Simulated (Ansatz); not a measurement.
## Molecular dynamics of V$_{16}$O

input.yaml

```yaml
accuracy: low
crystal:
  lattice:
    - [6.04, 0.0, 0.0]
    - [3.02, 4.270925, 0.0]
    - [0.0, 0.0, 18.406387]
  atoms:
    - { symbol: V, position: [-0.25, 0.5, 0.054329], spin: 1.5 }
    - { symbol: V, position: [0.25, 0.5, 0.054329], spin: 1.5 }
    - { symbol: V, position: [-0.25, 1.0, 0.054329], spin: 1.5 }
    - { symbol: V, position: [0.25, 1.0, 0.054329], spin: 1.5 }
    - { symbol: V, position: [-0.01196937, 0.00495044, 0.1573432], spin: 1.5 }
    - { symbol: V, position: [0.47552064, 0.01341713, 0.16871652], spin: 1.5 }
    - { symbol: V, position: [-0.02607225, 0.5155315, 0.16285107], spin: 1.5 }
    - { symbol: V, position: [0.48303188, 0.54650288, 0.16129231], spin: 1.5 }
    - { symbol: V, position: [-0.24331693, 0.46180256, 0.27936345], spin: 1.5 }
    - { symbol: V, position: [0.24295676, 0.51469028, 0.27583955], spin: 1.5 }
    - { symbol: V, position: [-0.27762294, 0.99539438, 0.27728477], spin: 1.5 }
    - { symbol: V, position: [0.25152076, 1.0062429, 0.2766089], spin: 1.5 }
    - { symbol: V, position: [-0.01321144, -0.04031578, 0.38283529], spin: 1.5 }
    - { symbol: V, position: [0.50375764, 0.02046046, 0.38656128], spin: 1.5 }
    - { symbol: V, position: [0.00514271, 0.5056315, 0.38064684], spin: 1.5 }
    - { symbol: V, position: [0.50229004, 0.53956541, 0.37720676], spin: 1.5 }
    - { symbol: O, position: [0.65863366, 0.18111419, 0.4390319] }
magnetization:
  spin_polarized: true
basis:
  ecutwfc: 420.0
kpoints:
  mp_grid: { grid: [3, 3, 1] }
hamiltonian:
  xc: pbe
scf:
  occupations: { method: fermi_dirac, width: 0.05 }
  lower_state_search: "off"
md:
  timestep: 1
  n_steps: 30
  ensemble: nvt_nose_hoover
  temperature: 1400.0
  initial_velocities: maxwell_boltzmann
  seed: 734730
  nose_hoover: { tau: 200.0, chain_length: 5 }
  constraints: [{ sites: [0, 1, 2, 3] }]
```

Command:

```bash
$ ansatz run input.yaml --threads 4 --pin off --max-ram 10240MiB --backend cpu --events-out ev --progress --plain --runs-dir out
```

It goes on from the last frame of an earlier run, with new velocities.

Output, in part (warnings, step lines):

```
md step     0: t =     0.00 fs  T =  1400.0 K  F+E_penalty+E_count = -47159.67960940 eV  E_kin = 2.352532 eV  conserved = -47157.32707742 eV  (43 SCF iters)
md step     1: t =     1.00 fs  T =  1401.5 K  F+E_penalty+E_count = -47159.68214587 eV  E_kin = 2.355078 eV  conserved = -47157.32706796 eV  (28 SCF iters)
md step     2: t =     2.00 fs  T =  1399.4 K  F+E_penalty+E_count = -47159.67859880 eV  E_kin = 2.351549 eV  conserved = -47157.32704936 eV  (25 SCF iters)
md step     3: t =     3.00 fs  T =  1393.9 K  F+E_penalty+E_count = -47159.66924842 eV  E_kin = 2.342226 eV  conserved = -47157.32702270 eV  (23 SCF iters)
md step     4: t =     4.00 fs  T =  1385.1 K  F+E_penalty+E_count = -47159.65450164 eV  E_kin = 2.327513 eV  conserved = -47157.32698943 eV  (22 SCF iters)
md step     5: t =     5.00 fs  T =  1373.5 K  F+E_penalty+E_count = -47159.63487892 eV  E_kin = 2.307931 eV  conserved = -47157.32695033 eV  (22 SCF iters)
md step     6: t =     6.00 fs  T =  1359.3 K  F+E_penalty+E_count = -47159.61099717 eV  E_kin = 2.284097 eV  conserved = -47157.32690640 eV  (24 SCF iters)
md step     7: t =     7.00 fs  T =  1343.0 K  F+E_penalty+E_count = -47159.58354974 eV  E_kin = 2.256704 eV  conserved = -47157.32685915 eV  (26 SCF iters)
md step     8: t =     8.00 fs  T =  1325.0 K  F+E_penalty+E_count = -47159.55328448 eV  E_kin = 2.226500 eV  conserved = -47157.32680989 eV  (27 SCF iters)
md step     9: t =     9.00 fs  T =  1305.8 K  F+E_penalty+E_count = -47159.52098068 eV  E_kin = 2.194263 eV  conserved = -47157.32676036 eV  (30 SCF iters)
md step    10: t =    10.00 fs  T =  1285.9 K  F+E_penalty+E_count = -47159.48742522 eV  E_kin = 2.160780 eV  conserved = -47157.32671222 eV  (29 SCF iters)
md step    11: t =    11.00 fs  T =  1265.7 K  F+E_penalty+E_count = -47159.45338809 eV  E_kin = 2.126821 eV  conserved = -47157.32666679 eV  (29 SCF iters)
md step    12: t =    12.00 fs  T =  1245.6 K  F+E_penalty+E_count = -47159.41959732 eV  E_kin = 2.093115 eV  conserved = -47157.32662538 eV  (32 SCF iters)
md step    13: t =    13.00 fs  T =  1226.1 K  F+E_penalty+E_count = -47159.38671305 eV  E_kin = 2.060319 eV  conserved = -47157.32658994 eV  (33 SCF iters)
md step    14: t =    14.00 fs  T =  1207.5 K  F+E_penalty+E_count = -47159.35530104 eV  E_kin = 2.029000 eV  conserved = -47157.32656194 eV  (35 SCF iters)
md step    15: t =    15.00 fs  T =  1190.0 K  F+E_penalty+E_count = -47159.32581243 eV  E_kin = 1.999610 eV  conserved = -47157.32654192 eV  (32 SCF iters)
md step    16: t =    16.00 fs  T =  1173.8 K  F+E_penalty+E_count = -47159.29856602 eV  E_kin = 1.972466 eV  conserved = -47157.32653130 eV  (29 SCF iters)
md step    17: t =    17.00 fs  T =  1159.1 K  F+E_penalty+E_count = -47159.27373232 eV  E_kin = 1.947739 eV  conserved = -47157.32653083 eV  (28 SCF iters)
md step    18: t =    18.00 fs  T =  1145.8 K  F+E_penalty+E_count = -47159.25132679 eV  E_kin = 1.925446 eV  conserved = -47157.32654017 eV  (27 SCF iters)
md step    19: t =    19.00 fs  T =  1133.9 K  F+E_penalty+E_count = -47159.23121351 eV  E_kin = 1.905453 eV  conserved = -47157.32655821 eV  (27 SCF iters)
md step    20: t =    20.00 fs  T =  1123.3 K  F+E_penalty+E_count = -47159.21311952 eV  E_kin = 1.887489 eV  conserved = -47157.32658297 eV  (27 SCF iters)
md step    21: t =    21.00 fs  T =  1113.5 K  F+E_penalty+E_count = -47159.19665907 eV  E_kin = 1.871171 eV  conserved = -47157.32661258 eV  (27 SCF iters)
md step    22: t =    22.00 fs  T =  1104.5 K  F+E_penalty+E_count = -47159.18136597 eV  E_kin = 1.856036 eV  conserved = -47157.32664495 eV  (27 SCF iters)
md step    23: t =    23.00 fs  T =  1095.9 K  F+E_penalty+E_count = -47159.16673135 eV  E_kin = 1.841577 eV  conserved = -47157.32667717 eV  (27 SCF iters)
md step    24: t =    24.00 fs  T =  1087.4 K  F+E_penalty+E_count = -47159.15224362 eV  E_kin = 1.827286 eV  conserved = -47157.32670667 eV  (26 SCF iters)
md step    25: t =    25.00 fs  T =  1078.7 K  F+E_penalty+E_count = -47159.13742698 eV  E_kin = 1.812690 eV  conserved = -47157.32673127 eV  (25 SCF iters)
Error: SIGTERM received: cancelled by the caller after 20 completed SCF iterations
```

The calculation hadn't finished when its time ran out. The conserved energy stayed within 0.033 meV per atom of its start (net change 0.02 meV per atom), so the integration is sound. The mean temperature of the second half is 18 % below the set value. The run was cut off by its time limit. A run of 0.025 ps of so small a system gives no equilibrium averages. No Hubbard correction was used and the magnetic state wasn't searched. Limits of this set-up: coarse k mesh, thin slab, slab without dipole correction, a typed lattice constant that wasn't relaxed here, low accuracy level.

Mean squared displacements from the first frame to the last: V 0.03 Å², O 0.04 Å².

Last frame:

```xyz
17
Lattice="6.0400 0.0000 0.0000 3.0200 4.2709 0.0000 0.0000 0.0000 18.4064" Properties=species:S:1:pos:R:3
V 0.000 2.135 1.000
V 3.020 2.135 1.000
V 1.510 4.271 1.000
V 4.530 4.271 1.000
V -0.275 0.071 2.999
V 2.803 0.064 3.051
V 1.375 2.070 3.084
V 4.581 2.377 3.187
V -0.067 2.183 5.093
V 3.157 2.029 5.073
V 1.399 4.178 5.107
V 4.570 4.232 5.129
V -0.051 -0.038 7.005
V 3.017 0.057 7.178
V 1.600 2.024 6.987
V 4.447 2.321 7.189
O 4.677 0.668 8.037
```

Time of the run: 32 min on 4 threads of Intel(R) Xeon(R) Platinum 8488C (Sapphire Rapids), with other jobs on the host, peak memory 2 GiB.
